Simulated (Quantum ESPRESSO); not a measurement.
# BP (F-43m) in Quantum ESPRESSO: further runs, part 2 of 2

Quantum ESPRESSO 7.5. Earlier steps stand in the parts before.

### Step 3. Phonons, PBEsol

The input, pw.in:

```
&CONTROL
  calculation = 'scf'
  prefix = 'pwscf'
  outdir = './tmp'
  pseudo_dir = './pseudo'
  tprnfor = .true.
  tstress = .true.
  disk_io = 'low'
/
&SYSTEM
  ibrav = 0
  nat = 2
  ntyp = 2
  ecutwfc = 45
  ecutrho = 360
  nbnd = 9
  occupations = 'smearing'
  smearing = 'fd'
  degauss = 0.00367493
/
&ELECTRONS
  conv_thr = 4d-10
  electron_maxstep = 120
  mixing_beta = 0.5
/
ATOMIC_SPECIES
P     30.9738 p_pbesol_v1.5.uspp.F.UPF
B     10.8100 b_pbesol_v1.4.uspp.F.UPF
CELL_PARAMETERS angstrom
   0.0000000000    2.2690000000    2.2690000000
   2.2690000000    0.0000000000    2.2690000000
   2.2690000000    2.2690000000    0.0000000000
ATOMIC_POSITIONS crystal
P      0.7500000000    0.7500000000    0.7500000000
B      0.0000000000    0.0000000000    0.0000000000
K_POINTS automatic
8 8 8 1 1 1
```

The input, relax.in:

```
&CONTROL
  calculation = 'vc-relax'
  prefix = 'pwscf'
  outdir = './tmp'
  pseudo_dir = './pseudo'
  tprnfor = .true.
  tstress = .true.
  disk_io = 'low'
  nstep = 40
  forc_conv_thr = 0.0001
  etot_conv_thr = 1d-06
/
&SYSTEM
  ibrav = 0
  nat = 2
  ntyp = 2
  ecutwfc = 45
  ecutrho = 360
  nbnd = 9
  occupations = 'smearing'
  smearing = 'fd'
  degauss = 0.00367493
/
&ELECTRONS
  conv_thr = 4d-10
  electron_maxstep = 120
  mixing_beta = 0.5
/
&IONS
  ion_dynamics = 'bfgs'
/
&CELL
  cell_dynamics = 'bfgs'
  press = 0
  press_conv_thr = 0.2
/
ATOMIC_SPECIES
P     30.9738 p_pbesol_v1.5.uspp.F.UPF
B     10.8100 b_pbesol_v1.4.uspp.F.UPF
CELL_PARAMETERS angstrom
   0.0000000000    2.2690000000    2.2690000000
   2.2690000000    0.0000000000    2.2690000000
   2.2690000000    2.2690000000    0.0000000000
ATOMIC_POSITIONS crystal
P      0.7500000000    0.7500000000    0.7500000000
B      0.0000000000    0.0000000000    0.0000000000
K_POINTS automatic
8 8 8 1 1 1
```

The input, scf2.in:

```
&CONTROL
  calculation = 'scf'
  prefix = 'pwscf'
  outdir = './tmp'
  pseudo_dir = './pseudo'
  tprnfor = .true.
  tstress = .true.
  disk_io = 'low'
/
&SYSTEM
  ibrav = 0
  nat = 2
  ntyp = 2
  ecutwfc = 45
  ecutrho = 360
  nbnd = 9
  occupations = 'fixed'
/
&ELECTRONS
  conv_thr = 1d-13
  electron_maxstep = 120
  mixing_beta = 0.5
  startingpot = 'file'
  startingwfc = 'file'
/
ATOMIC_SPECIES
P     30.9738 p_pbesol_v1.5.uspp.F.UPF
B     10.8100 b_pbesol_v1.4.uspp.F.UPF
CELL_PARAMETERS angstrom
   0.0000000000    2.2602755132    2.2602755132
   2.2602755132    0.0000000000    2.2602755132
   2.2602755132    2.2602755132    0.0000000000
ATOMIC_POSITIONS crystal
P      0.7500000000    0.7500000000    0.7500000000
B      0.0000000000    0.0000000000    0.0000000000
K_POINTS automatic
8 8 8 1 1 1
```

The input, ph.in:

```
phonons of BP
&INPUTPH
  prefix = 'pwscf'
  outdir = './tmp'
  tr2_ph = 1d-16
  fildyn = 'dyn'
  niter_ph = 60
  alpha_mix(1) = 0.7
  epsil = .true.
/
0.0000000000 0.0000000000 0.0000000000
```

The input, dynmat.in:

```
&INPUT
  fildyn = 'dyn'
  asr = 'crystal'
  lperm = .true.
  filout = 'dynmat.disp'
  fileig = 'dynmat.eig'
/
```

The input, dynmat_lo.in:

```
&INPUT
  fildyn = 'dyn'
  asr = 'crystal'
  filout = 'dynmat_lo.disp'
  fileig = 'dynmat_lo.eig'
  q(1) = 0
  q(2) = 0
  q(3) = 1
/
```

Potentials or basis: GBRV 1.5 PBEsol.

Started as:

```
$ OMP_NUM_THREADS=1 pw.x -in pw.in > pw.out
$ OMP_NUM_THREADS=1 pw.x -in relax.in > relax.out
$ OMP_NUM_THREADS=1 pw.x -in scf2.in > scf2.out
$ OMP_NUM_THREADS=1 ph.x -in ph.in > ph.out
$ OMP_NUM_THREADS=1 dynmat.x -in dynmat.in > dynmat.out
$ OMP_NUM_THREADS=1 dynmat.x -in dynmat_lo.in > dynmat_lo.out
```

pw.out:

```text
This program is part of the open-source Quantum ESPRESSO suite
     for quantum simulation of materials; please cite
[... 9 lines left out ...]
     --------------------
     sticks:   dense  smooth     PW     G-vecs:    dense   smooth      PW
     Sum         913     451    151                18149     6375    1243

     Using Slab Decomposition

     bravais-lattice index     =            0
     lattice parameter (alat)  =       6.0638  a.u.
     unit-cell volume          =     157.6631 (a.u.)^3
     number of atoms/cell      =            2
     number of atomic types    =            2
     number of electrons       =         8.00
     number of Kohn-Sham states=            9
     kinetic-energy cutoff     =      45.0000  Ry
     charge density cutoff     =     360.0000  Ry
     scf convergence threshold =      4.0E-10
     mixing beta               =       0.5000
     number of iterations used =            8  plain     mixing
     Exchange-correlation= SLA  PW   PSX  PSC
                           (   1   4  10   8   0   0   0)

     celldm(1)=   6.063849  celldm(2)=   0.000000  celldm(3)=   0.000000
     celldm(4)=   0.000000  celldm(5)=   0.000000  celldm(6)=   0.000000

     crystal axes: (cart. coord. in units of alat)
               a(1) = (   0.000000   0.707107   0.707107 )
               a(2) = (   0.707107   0.000000   0.707107 )
               a(3) = (   0.707107   0.707107   0.000000 )

     reciprocal axes: (cart. coord. in units 2 pi/alat)
               b(1) = ( -0.707107  0.707107  0.707107 )
               b(2) = (  0.707107 -0.707107  0.707107 )
[... 45 lines left out ...]
        k(    5) = (  -0.3093592  -0.3093592   0.3977476), wk =   0.0234375
        k(    6) = (  -0.2209709  -0.2209709   0.3093592), wk =   0.0234375
[... 52 lines left out ...]
        k(   59) = (   0.3093592   0.3093592   0.3093592), wk =   0.0078125
        k(   60) = (  -0.3093592  -0.3093592   0.9280777), wk =   0.0234375

     Dense  grid:    18149 G-vectors     FFT dimensions: (  40,  40,  40)

     Smooth grid:     6375 G-vectors     FFT dimensions: (  25,  25,  25)

     Initial potential from superposition of free atoms

     starting charge       7.9996, renormalised to       8.0000
     Starting wfcs are    8 randomized atomic wfcs +    1 random wfcs

     Self-consistent Calculation

     iteration #  1     ecut=    45.00 Ry     beta= 0.50
     Davidson diagonalization with overlap
     ethr =  1.00E-02,  avg # of iterations =  5.4

     total energy              =     -21.87689747 Ry
     estimated scf accuracy    <       0.15947422 Ry
[... 43 lines left out ...]
     iteration #  8     ecut=    45.00 Ry     beta= 0.50
     Davidson diagonalization with overlap
     ethr =  2.07E-10,  avg # of iterations =  2.5

     End of self-consistent calculation

          k = 0.0442 0.0442 0.0442 (   821 PWs)   bands (ev):

    -6.2353   8.5971   9.0549   9.0549  12.7187  12.7187  12.7776  16.7431
    20.6789
[... 293 lines left out ...]
    -2.7719   0.3617   6.0364   7.0677  12.9128  14.6471  14.6637  19.5416
    21.6523

     the Fermi energy is     9.7650 ev

!    total energy              =     -21.90070226 Ry
     estimated scf accuracy    <          1.3E-10 Ry
     smearing contrib. (-TS)   =      -0.00000000 Ry
     internal energy E=F+TS    =     -21.90070226 Ry

     The total energy is F=E-TS. E is the sum of the following terms:
     one-electron contribution =       6.75123318 Ry
     hartree contribution      =       1.24264368 Ry
     xc contribution           =      -8.91133958 Ry
     ewald contribution        =     -20.98323954 Ry

     convergence has been achieved in   8 iterations

     Forces acting on atoms (cartesian axes, Ry/au):

     atom    1 type  1   force =     0.00000000    0.00000000    0.00000000
     atom    2 type  2   force =    -0.00000000   -0.00000000    0.00000000

     Total force =     0.000000     Total SCF correction =     0.000000

     Computing stress (Cartesian axis) and pressure

          total   stress  (Ry/bohr**3)                   (kbar)     P=      -19.12
  -0.00012997  -0.00000000  -0.00000000          -19.12       -0.00       -0.00
  -0.00000000  -0.00012997   0.00000000           -0.00      -19.12        0.00
  -0.00000000   0.00000000  -0.00012997           -0.00        0.00      -19.12

=------------------------------------------------------------------------------=
   JOB DONE.
=------------------------------------------------------------------------------=
```

relax.out:

```text
This program is part of the open-source Quantum ESPRESSO suite
     for quantum simulation of materials; please cite
[... 9 lines left out ...]
     --------------------
     sticks:   dense  smooth     PW     G-vecs:    dense   smooth      PW
     Sum         913     451    151                18149     6375    1243
[... 2345 lines left out ...]
   0.00000017   0.00000000   0.00000000            0.03        0.00        0.00
   0.00000000   0.00000017   0.00000000            0.00        0.03        0.00
   0.00000000  -0.00000000   0.00000017            0.00       -0.00        0.03

=------------------------------------------------------------------------------=
   JOB DONE.
=------------------------------------------------------------------------------=
```

scf2.out:

```text
This program is part of the open-source Quantum ESPRESSO suite
     for quantum simulation of materials; please cite
[... 9 lines left out ...]
     --------------------
     sticks:   dense  smooth     PW     G-vecs:    dense   smooth      PW
     Sum         913     451    151                18053     6375    1243
[... 483 lines left out ...]
   0.00000017   0.00000000  -0.00000000            0.03        0.00       -0.00
   0.00000000   0.00000017  -0.00000000            0.00        0.03       -0.00
  -0.00000000  -0.00000000   0.00000017           -0.00       -0.00        0.03

=------------------------------------------------------------------------------=
   JOB DONE.
=------------------------------------------------------------------------------=
```

It took 98 s on 1 thread of Arm Neoverse V2, shared host; peak memory 0.11 GiB.

What came out:

- Free energy: -297.9758 eV
- Relaxed volume: 11.55 Å³/atom
- Relaxed cell: a = 3.197 Å, b = 3.197 Å, c = 3.197 Å, α = 60.00°, β = 60.00°, γ = 60.00°
- Space group after relaxing (to 0.05 Å): F-43m (No. 216)
- Pressure after relaxing: 0.0 GPa
- Electronic dielectric tensor (diagonal): 9.30
- Born charges (mean of the diagonal): P +0.55; B -0.55 e
- Highest phonon frequency at Γ, LO-TO splitting left out: 811 cm⁻¹
- Static dielectric tensor (diagonal): 9.43

Step by step:
```
step  energy change (eV)  largest force (eV/Å)  pressure (GPa)  volume (Å³)
   1              0.0000                0.0000           -1.91        23.36
   2             -0.0016                0.0000           -0.30        23.14
   3             -0.0016                0.0000            0.00        23.09
   4             -0.0016                0.0000            0.00        23.09
```

Final structure:
```
P B
1.0
     0.00000    2.26028    2.26028
     2.26028    0.00000    2.26028
     2.26028    2.26028    0.00000
P B
1 1
Direct
  0.75000 0.75000 0.75000
  0.00000 0.00000 0.00000
```

Phonon frequencies in cm⁻¹ (negative: imaginary):
```tsv
q point	frequencies
(0.000, 0.000, 0.000)	-16 -16 -16 811 811 811
```

Electronic dielectric tensor:
```
9.30 0.00 0.00
0.00 9.30 0.00
0.00 0.00 9.30
```

Born effective charge tensors (e):
atom 1, P
```
0.55 0.00 0.00
0.00 0.55 0.00
0.00 0.00 0.55
```
atom 2, B
```
-0.55  0.00  0.00
 0.00 -0.55  0.00
 0.00  0.00 -0.55
```

Optical modes at Γ, degenerate ones joined, polar ones without the macroscopic field:
| cm⁻¹ | components | symmetry | active in | IR intensity, summed ((D/Å)²/amu) |
| --- | --- | --- | --- | --- |
| 811 | 3 | T2 | IR and Raman | 2.66 |

Zone-centre frequencies without and with the macroscopic field along z (cm⁻¹):
|  | optical modes in rising order |
| --- | --- |
| without | 811 811 811 |
| with the field | 811 811 816 |

Static dielectric tensor, electrons and zone-centre modes:
```
9.43 0.00 0.00
0.00 9.43 0.00
0.00 0.00 9.43
```
